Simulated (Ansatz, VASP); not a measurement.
**Two plane-wave programs on BN**

Contents of INCAR:

```
ALGO = Normal
EDIFF = 1E-7
ENCUT = 520
GGA = PS
ISIF = 2
ISMEAR = 0
LASPH = True
LCHARG = False
LREAL = False
LWAVE = False
NBANDS = 16
NELM = 60
PREC = Accurate
SIGMA = 0.05
```

Contents of KPOINTS:

```
k-points
0
Gamma
  12 12 4
```

File POSCAR:

```
BN
1.0
    2.6291912895      0.0000000000      0.0000000000
   -1.3145956448      2.2769464481      0.0000000000
    0.0000000000      0.0000000000      6.4946700000
B N
2 2
Direct
    0.3333333333      0.6666666667      0.2500000000
    0.6666666667      0.3333333333      0.7500000000
    0.3333333333      0.6666666667      0.7500000000
    0.6666666667      0.3333333333      0.2500000000
```

Input for Ansatz:

```yaml
crystal:
  lattice:
    - [2.6291912895, 0.0, 0.0]
    - [-1.3145956448, 2.2769464481, 0.0]
    - [0.0, 0.0, 6.49467]
  atoms:
    - { symbol: B, position: [0.3333333333, 0.6666666667, 0.25] }
    - { symbol: B, position: [0.6666666667, 0.3333333333, 0.75] }
    - { symbol: "N", position: [0.3333333333, 0.6666666667, 0.75] }
    - { symbol: "N", position: [0.6666666667, 0.3333333333, 0.25] }
basis:
  ecutwfc: 420
kpoints:
  mp_grid: { grid: [12, 12, 4] }
hamiltonian:
  xc: pbesol
scf:
  occupations: { method: gaussian, width: 0.05 }
output:
  forces: true
  stress: true
  eigenvalues: true
```

Change from the starting cell: strain +0.050 along x and y, -0.025 along z, atoms carried along.

Alike in both runs: task single point; functional PBEsol; k mesh 12 × 12 × 4; occupations gaussian, width 0.05 eV; no spin polarisation.

|  | VASP | Ansatz |
| --- | --- | --- |
| version | VASP 6.6.1 | Ansatz 0.2.0 |
| potentials or method | VASP PAW PBE potentials, release 64 (B, N) | scalar-relativistic, plane waves, PAW |
| plane-wave cutoff (eV) | 520 | 420 |
| valence electrons in the cell | 16 | 16 |

|  | VASP | Ansatz | Ansatz less VASP |
| --- | --- | --- | --- |
| gap on the k mesh at the Fermi level (eV) | 3.85 | 3.86 | +0.008 |
| least direct gap on the mesh (eV) | 4.14 | 4.15 | +0.008 |
| pressure (GPa) | -28.3 | -28.5 | -0.20 |
| largest component of the traceless stress (GPa) | 29.16 | 29.48 | +0.321 |

Caveats: so large a pressure means that the cell lies far from this level's equilibrium, or that cutoff or potentials fall short (VASP); the potentials were made for another functional, which shifts forces and pressure (VASP); this functional lacks dispersion, which binds the layers, so the pressure and a relaxed spacing across them are unreliable. A k mesh can miss the band edges.
